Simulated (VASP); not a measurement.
# TiO2 (Rutile): gap against volume and shear, part 3 of 5

How do the gap and the pressure of TiO2 (Rutile) answer to a change of volume or shape? All runs use PBE. Left out of this account: 1 further run (self-consistent run: a reference on another mesh). The start is a cell from a database of measured crystal structures.

VASP 6.6.1; PBE; plane waves and PAW (Ti_sv, O).

So far, least gap on mesh and path (eV): step 2 (bands, cell as listed) 1.87; step 3 (cell volume +4.0 %) 1.77.

### Step 4. Bands, volume times 1.08

The cell is expanded evenly, with fractional positions held.

Input file INCAR:

```
SYSTEM = TiO2
PREC = Accurate
ENCUT = 520
EDIFF = 1E-06
NELM = 100
ISMEAR = -1
SIGMA = 0.05
LREAL = .FALSE.
ALGO = Normal
GGA = PE
NBANDS = 40
LASPH = .TRUE.
LORBIT = 11
LWAVE = .FALSE.
LCHARG = .FALSE.
KPAR = 4
```

Input file POSCAR:

```
TiO2
1.0
    4.7115309254      0.0000000000      0.0000000000
    0.0000000000      4.7115309254      0.0000000000
    0.0000000000      0.0000000000      3.0342497188
Ti O
2 4
Direct
    0.0000000000      0.0000000000      0.0000000000
    0.5000000000      0.5000000000      0.5000000000
    0.3049600000      0.3049600000      0.0000000000
    0.1950400000      0.8049600000      0.5000000000
    0.6950400000      0.6950400000      0.0000000000
    0.8049600000      0.1950400000      0.5000000000
```

Input file KPOINTS:

```
Automatic mesh
0
Gamma
5 5 8
0 0 0
```

Input file KPOINTS_OPT:

```
Line mode
16
Line-mode
Reciprocal
  0.00000000   0.00000000   0.00000000 GAMMA
  0.00000000   0.50000000   0.00000000 X

  0.00000000   0.50000000   0.00000000 X
  0.50000000   0.50000000   0.00000000 M

  0.50000000   0.50000000   0.00000000 M
  0.00000000   0.00000000   0.00000000 GAMMA

  0.00000000   0.00000000   0.00000000 GAMMA
  0.00000000   0.00000000   0.50000000 Z

  0.00000000   0.00000000   0.50000000 Z
  0.00000000   0.50000000   0.50000000 R

  0.00000000   0.50000000   0.50000000 R
  0.50000000   0.50000000   0.50000000 A

  0.50000000   0.50000000   0.50000000 A
  0.00000000   0.00000000   0.50000000 Z

  0.00000000   0.50000000   0.00000000 X
  0.00000000   0.50000000   0.50000000 R

  0.50000000   0.50000000   0.00000000 M
  0.50000000   0.50000000   0.50000000 A
```

PAW data sets: Ti_sv and O (PBE family, release 64).

Launch:

```sh
mpirun -np 4 vasp_std
```

The log of the run:

```text
[... set-up lines as in an earlier step ...]
 entering main loop
       N       E                     dE             d eps       ncg     rms          rms(c)
DAV:   1     0.623983904125E+03    0.62398E+03   -0.23092E+04  2400   0.140E+03
DAV:   2     0.135499119155E+02   -0.61043E+03   -0.55265E+03  2480   0.435E+02
DAV:   3    -0.671283021078E+02   -0.80678E+02   -0.78803E+02  3144   0.156E+02
DAV:   4    -0.716149731279E+02   -0.44867E+01   -0.44623E+01  3544   0.331E+01
DAV:   5    -0.717646721364E+02   -0.14970E+00   -0.14969E+00  2984   0.457E+00    0.292E+01
DAV:   6    -0.547941895530E+02    0.16970E+02   -0.41438E+01  3144   0.704E+01    0.135E+01
DAV:   7    -0.540825200822E+02    0.71167E+00   -0.85323E+00  2896   0.303E+01    0.892E+00
DAV:   8    -0.542578079251E+02   -0.17529E+00   -0.63804E-01  3016   0.407E+00    0.914E+00
DAV:   9    -0.566482419937E+02   -0.23904E+01   -0.81084E+00  3288   0.217E+01    0.175E+01
DAV:  10    -0.564257081760E+02    0.22253E+00   -0.72626E-01  2672   0.485E+00    0.174E+01
DAV:  11    -0.559520588723E+02    0.47365E+00   -0.13036E+00  2792   0.889E+00    0.156E+01
DAV:  12    -0.535795647232E+02    0.23725E+01   -0.32426E+00  3280   0.209E+01    0.230E+00
DAV:  13    -0.536971921803E+02   -0.11763E+00   -0.42504E-01  2816   0.376E+00    0.279E+00
DAV:  14    -0.536400756884E+02    0.57116E-01   -0.17129E-02  3112   0.162E+00    0.200E+00
DAV:  15    -0.535755758857E+02    0.64500E-01   -0.16945E-01  2952   0.347E+00    0.122E+00
DAV:  16    -0.535758884710E+02   -0.31259E-03   -0.78404E-03  3120   0.571E-01    0.133E+00
DAV:  17    -0.535693676493E+02    0.65208E-02   -0.49582E-03  2608   0.371E-01    0.966E-01
DAV:  18    -0.535659208805E+02    0.34468E-02   -0.12889E-03  3520   0.449E-01    0.825E-01
DAV:  19    -0.535648239286E+02    0.10970E-02   -0.10285E-03  3632   0.279E-01    0.693E-01
DAV:  20    -0.535648749592E+02   -0.51031E-04   -0.11984E-04  3016   0.652E-02    0.651E-01
DAV:  21    -0.535644558979E+02    0.41906E-03   -0.28622E-04  2504   0.981E-02    0.484E-01
DAV:  22    -0.535641785777E+02    0.27732E-03   -0.19524E-04  2952   0.100E-01    0.346E-01
DAV:  23    -0.535639814266E+02    0.19715E-03   -0.24882E-04  2880   0.110E-01    0.201E-01
DAV:  24    -0.535639396112E+02    0.41815E-04   -0.61416E-05  3160   0.569E-02    0.109E-01
DAV:  25    -0.535639280344E+02    0.11577E-04   -0.19791E-05  2816   0.311E-02    0.503E-02
DAV:  26    -0.535639251080E+02    0.29263E-05   -0.51776E-06  2808   0.171E-02    0.186E-02
DAV:  27    -0.535639241381E+02    0.96993E-06   -0.13319E-06  1904   0.104E-02
   1 F= -.53563924E+02 E0= -.53563924E+02  d E =-.324214E-08
 Start KPOINTS_OPT (optional k-point list driver)
k-point batch [1-30\144]
       N       E                     dE             ncg
DAV:   1     0.323063382469E+03   -0.20079E+05     2400
DAV:   2    -0.165980129637E+05   -0.16921E+05     2512
DAV:   3    -0.187577530869E+05   -0.21597E+04     3200
DAV:   4    -0.189030772719E+05   -0.14532E+03     3488
DAV:   5    -0.189078377861E+05   -0.47605E+01     2824
DAV:   6    -0.189079445849E+05   -0.10680E+00     3064
DAV:   7    -0.189079475656E+05   -0.29807E-02     2816
DAV:   8    -0.189079477321E+05   -0.16658E-03     2704
DAV:   9    -0.189079477380E+05   -0.58847E-05     1768
DAV:  10    -0.189079477384E+05   -0.39140E-06     1744
[...]
k-point batch [121-144\144]
       N       E                     dE             ncg
DAV:   1     0.625335992673E+04   -0.38604E+05     1920
DAV:   2    -0.715105805351E+04   -0.13404E+05     2032
DAV:   3    -0.883406184153E+04   -0.16830E+04     2584
DAV:   4    -0.894236268417E+04   -0.10830E+03     2848
DAV:   5    -0.894576100753E+04   -0.33983E+01     2240
DAV:   6    -0.894580742885E+04   -0.46421E-01     2576
DAV:   7    -0.894580839344E+04   -0.96459E-03     2264
DAV:   8    -0.894580841348E+04   -0.20038E-04     1976
DAV:   9    -0.894580841441E+04   -0.93818E-06     1360
```

Run time: 96 s. Hardware: 4 MPI ranks of AMD EPYC 7R43, shared host; peak memory 0.91 GiB; 6.3 min of CPU time.

OUTCAR, selected parts (step 4):

```text
  LATTYP: Found a simple tetragonal cell.
 ALAT       =     4.7115309254
 C/A-ratio  =     0.6440050520

 Found     30 irreducible k-points:

   ENCUT  =  520.0 eV  38.22 Ry    6.18 a.u.   8.76  8.76  5.64*2*pi/ulx,y,z

   NELECT =      48.0000    total number of electrons

 E-fermi :   4.9071

 k-point     1 :       0.0000    0.0000    0.0000
  band No.  band energies     occupation
    ...
     20       2.1739      2.00000
     21       3.3770      2.00000
     22       3.6582      2.00000
     23       3.6582      2.00000
     24       4.0928      2.00000
     25       5.7764      0.00000
     26       6.0375      0.00000
     27       6.2520      0.00000
     28       6.3264      0.00000
     29       6.3264      0.00000
    ...

 k-point     2 :       0.2000    0.0000    0.0000
  band No.  band energies     occupation
    ...
     20       2.2035      2.00000
     21       3.0322      2.00000
     22       3.1550      2.00000
     23       3.4062      2.00000
     24       3.9587      2.00000
     25       5.9567      0.00000
     26       6.2604      0.00000
     27       6.4583      0.00000
     28       6.4991      0.00000
     29       6.5075      0.00000
    ...

  Total       -3.7252125     -3.7252125     -5.6925138      0.0000000      0.0000000      0.0000000
  in kB      -88.6107102    -88.6107102   -135.4064207      0.0000000      0.0000000      0.0000000
  external PRESSURE =    -104.2092804 kB  Pullay stress =       0.0000000 kB

  energy-cutoff  :      520.00
  volume of cell :       67.36
      direct lattice vectors                 reciprocal lattice vectors
     4.711530925  0.000000000  0.000000000     0.212245237  0.000000000  0.000000000
     0.000000000  4.711530925  0.000000000     0.000000000  0.212245237  0.000000000
     0.000000000  0.000000000  3.034249719     0.000000000  0.000000000  0.329570765

 POSITION                                       TOTAL-FORCE (eV/Angst)
 -----------------------------------------------------------------------------------
      0.00000      0.00000      0.00000         0.000000     -0.000000      0.000000
      2.35577      2.35577      1.51712         0.000000     -0.000000      0.000000
      1.43683      1.43683      0.00000         0.160676      0.160676     -0.000000
      0.91894      3.79259      1.51712        -0.160676      0.160676      0.000000
      3.27470      3.27470      0.00000        -0.160676     -0.160676      0.000000
      3.79259      0.91894      1.51712         0.160676     -0.160676      0.000000
 -----------------------------------------------------------------------------------
    total drift:                                0.000000      0.000000     -0.000000

  FREE ENERGIE OF THE ION-ELECTRON SYSTEM (eV)
  ---------------------------------------------------
  free  energy   TOTEN  =       -53.5639241381 eV

  energy  without entropy=      -53.5639241349  energy(sigma->0) =      -53.56392414

 total charge
# of ion       s       p       d       tot
------------------------------------------
    1        2.202   6.251   1.636  10.089
    2        2.202   6.251   1.636  10.089
    3        1.569   3.461   0.000   5.030
    4        1.569   3.461   0.000   5.030
    5        1.569   3.461   0.000   5.030
    6        1.569   3.461   0.000   5.030
--------------------------------------------------
tot         10.678  26.347   3.272  40.298

[... 5 parts as in an earlier step ...]

[... 6 further parts left out ...]
```

Numbers from this step:

| Property | Result |
| --- | --- |
| SCF cycles | 27 |
| free energy (TOTEN) | -53.5639 eV |
| Fermi energy | 4.907 eV |
| pressure | -10.42 GPa |
| least gap on mesh and path | 1.683 eV |
| least direct gap on mesh and path | 1.684 eV |

The electronic bands at the labelled points (eV, zero at the valence-band top; v1 is the highest filled band, c1 the lowest empty one):

```csv
point,v4,v3,v2,v1,c1,c2,c3,c4
Γ,-0.72,-0.43,-0.43,0.00,1.68,1.94,2.16,2.23
0.53 of the way,-1.45,-1.08,-0.78,-0.24,1.97,2.25,2.45,2.52
X,-1.58,-1.58,-0.68,-0.68,2.27,2.27,2.68,2.68
0.53 of the way,-1.42,-1.42,-1.03,-1.03,2.00,2.00,2.44,2.44
M,-1.29,-1.29,-1.04,-1.04,1.71,1.71,2.25,2.25
0.53 of the way,-1.53,-1.09,-0.99,-0.33,1.75,2.24,2.31,2.68
Γ,-0.72,-0.43,-0.43,0.00,1.68,1.94,2.16,2.23
0.53 of the way,-1.67,-1.50,-1.50,-0.48,2.01,2.29,2.58,2.87
Z,-2.10,-2.10,-1.37,-1.37,2.65,2.65,2.81,2.81
0.47 of the way,-1.67,-1.67,-1.50,-1.50,2.25,2.25,2.82,2.82
R,-1.89,-1.89,-0.93,-0.93,1.73,1.73,2.83,2.83
0.53 of the way,-1.37,-1.37,-0.81,-0.81,2.00,2.00,2.84,2.84
A,-1.15,-1.15,-0.67,-0.67,2.34,2.34,2.85,2.85
0.47 of the way,-1.60,-1.38,-1.29,-0.99,1.87,2.48,2.82,2.83
Z,-2.10,-2.10,-1.37,-1.37,2.65,2.65,2.81,2.81
jump to X,-1.58,-1.58,-0.68,-0.68,2.27,2.27,2.68,2.68
0.47 of the way,-1.90,-1.90,-0.75,-0.75,2.34,2.34,2.83,2.83
R,-1.89,-1.89,-0.93,-0.93,1.73,1.73,2.83,2.83
jump to M,-1.29,-1.29,-1.04,-1.04,1.71,1.71,2.25,2.25
0.53 of the way,-1.57,-1.57,-1.25,-1.25,2.44,2.44,2.63,2.63
A,-1.15,-1.15,-0.67,-0.67,2.34,2.34,2.85,2.85
```

Of the projections kept (Ti, O), the largest for each band there; the rest of the weight can lie on other orbitals:

```csv
point,v4,v3,v2,v1,c1,c2,c3,c4
Γ,O 0.96,O 0.99,O 0.99,O 0.95,Ti 0.99,Ti 0.91,Ti 0.96,Ti 1.00
X,O 0.84,O 0.84,O 0.96,O 0.96,Ti 0.89,Ti 0.89,Ti 0.92,Ti 0.92
M,O 0.93,O 0.93,O 0.95,O 0.95,Ti 0.97,Ti 0.97,Ti 1.00,Ti 1.00
Γ,O 0.96,O 0.99,O 0.99,O 0.95,Ti 0.99,Ti 0.91,Ti 0.96,Ti 1.00
Z,O 0.83,O 0.83,O 0.88,O 0.88,Ti 0.85,Ti 0.85,Ti 0.96,Ti 0.96
R,O 0.75,O 0.75,O 0.99,O 0.99,Ti 0.99,Ti 0.99,Ti 0.97,Ti 0.97
```

Force by atom:

```csv
atom,x (eV/Å),y (eV/Å),z (eV/Å),size
Ti1,0.000,0.000,0.000,0.000
Ti2,0.000,0.000,0.000,0.000
O3,0.161,0.161,0.000,0.227
O4,-0.161,0.161,0.000,0.227
O5,-0.161,-0.161,0.000,0.227
O6,0.161,-0.161,0.000,0.227
```

The gap is 1.68 eV, direct at Γ. That is -0.19 eV from the cell as listed. The pressure is -10.42 GPa.

### Step 5. Bands, sheared, principal strains -1.7, +0.7, +1.0 %

The cell is sheared at fixed volume, which lowers its symmetry.

INCAR is that of step 4.

Edit POSCAR of step 4 so:

```diff
@@ -2,5 +2,5 @@
 1.0
-    4.7115309254      0.0000000000      0.0000000000
-    0.0000000000      4.7115309254      0.0000000000
-    0.0000000000      0.0000000000      3.0342497188
+    4.6208440000      0.0161580000      0.0427840000
+    0.0161580000      4.6149740000     -0.0276090000
+    0.0275530000     -0.0177800000      2.9249620000
 Ti O
```

KPOINTS is that of step 4.

Input file KPOINTS_OPT:

```
Line mode
16
Line-mode
Reciprocal
  0.50000000   0.00000000   0.00000000 X
  0.00000000   0.00000000   0.00000000 GAMMA

  0.00000000   0.00000000   0.00000000 GAMMA
  0.00000000   0.50000000   0.00000000 Y

  0.50000000   0.50000000   0.00000000 L
  0.00000000   0.00000000   0.00000000 GAMMA

  0.00000000   0.00000000   0.00000000 GAMMA
  0.00000000  -0.50000000   0.50000000 Z

  0.50000000  -0.50000000   0.50000000 N
  0.00000000   0.00000000   0.00000000 GAMMA

  0.00000000   0.00000000   0.00000000 GAMMA
  0.00000000   0.00000000   0.50000000 M

  0.50000000   0.00000000   0.50000000 R
  0.00000000   0.00000000   0.00000000 GAMMA
```

Launch:

```sh
mpirun -np 4 vasp_std
```

The log of the run:

```text
[... set-up lines as in an earlier step ...]
 entering main loop
       N       E                     dE             d eps       ncg     rms          rms(c)
DAV:   1     0.624082564174E+03    0.62408E+03   -0.23075E+04  8120   0.142E+03
DAV:   2     0.126547936105E+02   -0.61143E+03   -0.55377E+03  8392   0.443E+02
DAV:   3    -0.661681802180E+02   -0.78823E+02   -0.77207E+02 10520   0.158E+02
DAV:   4    -0.708498206323E+02   -0.46816E+01   -0.46609E+01 11848   0.333E+01
DAV:   5    -0.709873362587E+02   -0.13752E+00   -0.13750E+00  9800   0.458E+00    0.316E+01
DAV:   6    -0.543539725330E+02    0.16633E+02   -0.38889E+01 10640   0.732E+01    0.118E+01
DAV:   7    -0.538957929016E+02    0.45818E+00   -0.73424E+00  9432   0.274E+01    0.971E+00
DAV:   8    -0.537568703661E+02    0.13892E+00   -0.40097E-01  9824   0.460E+00    0.731E+00
DAV:   9    -0.538073802252E+02   -0.50510E-01   -0.64808E-01 11904   0.112E+01    0.398E+00
DAV:  10    -0.536607683542E+02    0.14661E+00   -0.17650E-01 10192   0.418E+00    0.193E+00
DAV:  11    -0.536200435566E+02    0.40725E-01   -0.60879E-02 11744   0.309E+00    0.695E-01
DAV:  12    -0.536187489245E+02    0.12946E-02   -0.84465E-03  9184   0.678E-01    0.494E-01
DAV:  13    -0.536181766122E+02    0.57231E-03   -0.68387E-04  9440   0.197E-01    0.331E-01
DAV:  14    -0.536177071562E+02    0.46946E-03   -0.70607E-04  8904   0.162E-01    0.121E-01
DAV:  15    -0.536175932471E+02    0.11391E-03   -0.27102E-04  9712   0.857E-02    0.553E-02
DAV:  16    -0.536175658505E+02    0.27397E-04   -0.32645E-05 11736   0.531E-02    0.243E-02
DAV:  17    -0.536175578086E+02    0.80419E-05   -0.62962E-06 10720   0.291E-02    0.938E-03
DAV:  18    -0.536175565410E+02    0.12676E-05   -0.29928E-06  8352   0.178E-02    0.824E-04
DAV:  19    -0.536175566945E+02   -0.15353E-06   -0.10364E-06  4952   0.617E-03
   1 F= -.53617557E+02 E0= -.53617557E+02  d E =-.379406E-09
 Start KPOINTS_OPT (optional k-point list driver)
k-point batch [1-101\112]
       N       E                     dE             ncg
DAV:   1     0.506519779961E+04   -0.75128E+05     8080
DAV:   2    -0.524460602036E+05   -0.57511E+05     8424
DAV:   3    -0.596741152235E+05   -0.72281E+04    10672
DAV:   4    -0.601752193567E+05   -0.50110E+03    11728
DAV:   5    -0.601909076797E+05   -0.15688E+02     9656
DAV:   6    -0.601912549381E+05   -0.34726E+00    10776
DAV:   7    -0.601912587802E+05   -0.38420E-02     9736
DAV:   8    -0.601912588600E+05   -0.79801E-04     8760
DAV:   9    -0.601912588610E+05   -0.10309E-05     5776
DAV:  10    -0.601912588612E+05   -0.19099E-06     5976
k-point batch [102-112\112]
       N       E                     dE             ncg
DAV:   1     0.754060042584E+05   -0.64324E+04      880
DAV:   2     0.691869476641E+05   -0.62191E+04      912
DAV:   3     0.683951382055E+05   -0.79181E+03     1136
DAV:   4     0.683353693841E+05   -0.59769E+02     1328
DAV:   5     0.683335858063E+05   -0.17836E+01     1048
DAV:   6     0.683335401242E+05   -0.45682E-01     1184
DAV:   7     0.683335395638E+05   -0.56033E-03     1040
DAV:   8     0.683335395517E+05   -0.12169E-04     1008
DAV:   9     0.683335395516E+05   -0.84910E-07      616
```

The job ended after 2 min (4 MPI ranks; peak memory 1.5 GiB).

From OUTCAR (step 5):

```text
   k-points           NKPTS =    101   k-points in BZ     NKDIM =    101   number of bands    NBANDS=     40

   ENCUT  =  520.0 eV  38.22 Ry    6.18 a.u.   8.59  8.58  5.44*2*pi/ulx,y,z

   NELECT =      48.0000    total number of electrons

 E-fermi :   5.7331

 k-point     1 :       0.0000    0.0000    0.0000
  band No.  band energies     occupation
    ...
     20       2.9582      2.00000
     21       4.1614      2.00000
     22       4.3607      2.00000
     23       4.3982      2.00000
     24       4.7982      2.00000
     25       6.7020      0.00000
     26       6.9879      0.00000
     27       7.3080      0.00000
     28       7.3897      0.00000
     29       7.3985      0.00000
    ...

  Total        2.1224589      2.1831597      3.7744161     -0.6483355      0.7113069     -1.0883967
  in kB       54.5253226     56.0847066     96.9635998    -16.6555421     18.2732566    -27.9605794
  external PRESSURE =      69.1912097 kB  Pullay stress =       0.0000000 kB

 POSITION                                       TOTAL-FORCE (eV/Angst)
 -----------------------------------------------------------------------------------
      0.00000      0.00000      0.00000         0.000000     -0.000000      0.000000
      2.33228      2.30668      1.47007         0.000000     -0.000000      0.000000
      1.41410      1.41231      0.00463        -0.106018     -0.109153      0.039556
      0.92803      3.70913      1.44860         0.109457     -0.112378     -0.197084
      3.22290      3.21882      0.01055         0.106018      0.109153     -0.039556
      3.73652      0.90422      1.49154        -0.109457      0.112378      0.197084
 -----------------------------------------------------------------------------------
    total drift:                                0.000000      0.000000     -0.000000

  FREE ENERGIE OF THE ION-ELECTRON SYSTEM (eV)
  ---------------------------------------------------
  free  energy   TOTEN  =       -53.6175566945 eV

  energy  without entropy=      -53.6175566941  energy(sigma->0) =      -53.61755669

[... 1 part as in an earlier step ...]

[... 14 further parts left out ...]
```

The path and its labels are those of the sheared lattice, so a letter need not mean the same point as in the unstrained cell.

This step gave:

* SCF cycles: 19
* irreducible k-points: 101
* symmetry operations: 2
* free energy (TOTEN): -53.6176 eV
* Fermi energy: 5.733 eV
* pressure: 6.919 GPa
* least gap on mesh and path: 1.904 eV
* least direct gap on mesh and path: 1.904 eV

The electronic bands at the labelled points (eV, zero at the valence-band top; v1 is the highest filled band, c1 the lowest empty one):

```csv
point,v4,v3,v2,v1,c1,c2,c3,c4
X,-1.55,-1.48,-0.72,-0.72,2.58,2.58,3.07,3.10
0.53 of the way,-1.32,-0.93,-0.76,-0.18,2.17,2.50,2.78,2.84
Γ,-0.64,-0.44,-0.40,0.00,1.90,2.19,2.51,2.59
0.53 of the way,-1.53,-1.01,-0.81,-0.25,2.23,2.55,2.82,2.90
Y,-1.55,-1.48,-0.72,-0.72,2.58,2.58,3.06,3.10
jump to L,-1.24,-1.17,-1.04,-1.02,1.92,1.95,2.60,2.62
0.53 of the way,-1.66,-1.06,-1.01,-0.31,1.98,2.58,2.65,3.06
Γ,-0.64,-0.44,-0.40,0.00,1.90,2.19,2.51,2.59
0.47 of the way,-1.97,-1.31,-1.23,-0.41,2.30,2.89,3.00,3.01
Z,-2.07,-1.98,-1.04,-0.95,1.94,1.97,3.33,3.38
jump to N,-1.28,-1.20,-0.66,-0.65,2.60,2.66,3.26,3.27
0.47 of the way,-1.74,-1.66,-1.16,-0.59,2.37,2.79,3.06,3.28
Γ,-0.64,-0.44,-0.40,0.00,1.90,2.19,2.51,2.59
0.47 of the way,-1.78,-1.36,-1.35,-0.32,2.27,2.58,2.84,3.13
M,-2.30,-2.25,-1.44,-1.37,2.97,3.01,3.32,3.37
jump to R,-2.09,-1.97,-1.07,-0.94,1.93,1.98,3.33,3.39
0.47 of the way,-2.02,-1.39,-1.31,-0.50,2.25,2.96,3.01,3.16
Γ,-0.64,-0.44,-0.40,0.00,1.90,2.19,2.51,2.59
```

Of the projections kept (Ti, O), the largest for each band there; the rest of the weight can lie on other orbitals:

```csv
point,v4,v3,v2,v1,c1,c2,c3,c4
X,O 0.84,O 0.84,O 0.96,O 0.96,Ti 0.88,Ti 0.87,Ti 0.92,Ti 0.92
Γ,O 0.96,O 0.99,O 0.99,O 0.93,Ti 0.98,Ti 0.90,Ti 0.95,Ti 0.99
Y,O 0.84,O 0.84,O 0.96,O 0.96,Ti 0.88,Ti 0.88,Ti 0.92,Ti 0.92
L,O 0.93,O 0.93,O 0.94,O 0.94,Ti 0.96,Ti 0.96,Ti 1.00,Ti 1.00
Γ,O 0.96,O 0.99,O 0.99,O 0.93,Ti 0.98,Ti 0.90,Ti 0.95,Ti 0.99
Z,O 0.74,O 0.74,O 0.99,O 0.99,Ti 0.99,Ti 0.99,Ti 0.97,Ti 0.97
```

Force by atom:

```csv
atom,x (eV/Å),y (eV/Å),z (eV/Å),size
Ti1,0.000,0.000,0.000,0.000
Ti2,0.000,0.000,0.000,0.000
O3,-0.106,-0.109,0.040,0.157
O4,0.109,-0.112,-0.197,0.252
O5,0.106,0.109,-0.040,0.157
O6,-0.109,0.112,0.197,0.252
```

The gap is 1.90 eV, direct at Γ. That is +0.03 eV from the cell as listed. The pressure is 6.92 GPa, and the symmetry operations fall from 16 to 2.

[end of part 3 of 5]

[Lines on the potential files, build, host, timing and source positions are cut from VASP's logs without a mark.]

[Logs are printed without paths, hosts, clocks, repeated set-up lines and the standing remarks that a program may print on its own settings, such as how far it seeks lower states.]

[Hosts, paths, dates, database ids (printed as entryN), source tags and the programs' standing remarks are cut or masked in the printed files.]

[A measured line is paired with the nearest computed mode of its activity, which favours agreement.]
